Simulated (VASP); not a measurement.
Wanted: the native input for a VASP 6.6.1 run.

```
Task                   : band structure
Functional             : PBEsol
Potentials or basis    : VASP PAW PBE potentials, release 64 (Sn_d, O)
Cutoff                 : 520 eV
k mesh                 : 6 × 6 × 8
Occupations            : gaussian, width 0.03 eV
Spin                   : no spin polarisation
Further INCAR settings : ALGO = Normal; EDIFF = 1e-07; NBANDS = 35
```

The structure of SnO2 lies in POSCAR:

```
SnO2                                    
1.0
    4.7714001542      0.0000000000      0.0000000000
   -0.0000000000      4.7714001542      0.0000000000
    0.0000000000      0.0000000000      3.2165924293
  Sn              O             
     2     4
Direct
     0.0000000000000000    0.0000000000000000    0.0000000000000000
     0.5000000000000000    0.5000000000000000    0.5000000000000000
     0.3062614077595441    0.3062614077595441    0.0000000000000000
     0.1937385922404559    0.8062614077595440    0.5000000000000000
     0.6937385922404560    0.6937385922404560    0.0000000000000000
     0.8062614077595440    0.1937385922404559    0.5000000000000000
```

The input as run:

INCAR

```
ALGO = Normal ; EDIFF = 1E-7
ENCUT = 520 ; GGA = PS
ICORELEVEL = 1 ; ISIF = 2
ISMEAR = 0 ; KPAR = 2
LASPH = True ; LCHARG = False
LREAL = False ; LWAVE = False
NBANDS = 35 ; NELM = 80
PREC = Accurate ; SIGMA = 0.03
```

KPOINTS

```
k-points
0
Gamma
  6 6 8
```

KPOINTS_OPT

```
explicit points
186
Reciprocal
 0.0000000000  0.0000000000  0.0000000000 1
 0.0000000000  0.0263157895  0.0000000000 1
 0.0000000000  0.0526315789  0.0000000000 1
 0.0000000000  0.0789473684  0.0000000000 1
 0.0000000000  0.1052631579  0.0000000000 1
 0.0000000000  0.1315789474  0.0000000000 1
[... 178 lines left out ...]
 0.0000000000  0.5000000000  0.0000000000 1
 0.0000000000  0.0000000000  0.5000000000 1
```

Potentials or basis: VASP PAW PBE potentials, release 64 (Sn_d, O).

Command:

```bash
$ cat potpaw_PBE.64/Sn_d/POTCAR potpaw_PBE.64/O/POTCAR > POTCAR
$ mpirun -np 2 vasp_std > vasp.out
```

It gave:

```yaml
Pressure: 0.1 GPa
Band_gap_on_the_k_mesh: 0.88 eV, direct
Band_gap_along_the_path: 0.88 eV, direct
```

Caveat: the PAW data sets were made with another functional, which shifts forces and pressure a little; spin-orbit coupling is left out, which moves the levels of the heavy elements.

Run time: 84 s on 2 MPI ranks on Intel(R) Xeon(R) 6975P-C (Granite Rapids) (shared host), peak memory 0.28 GiB a rank.
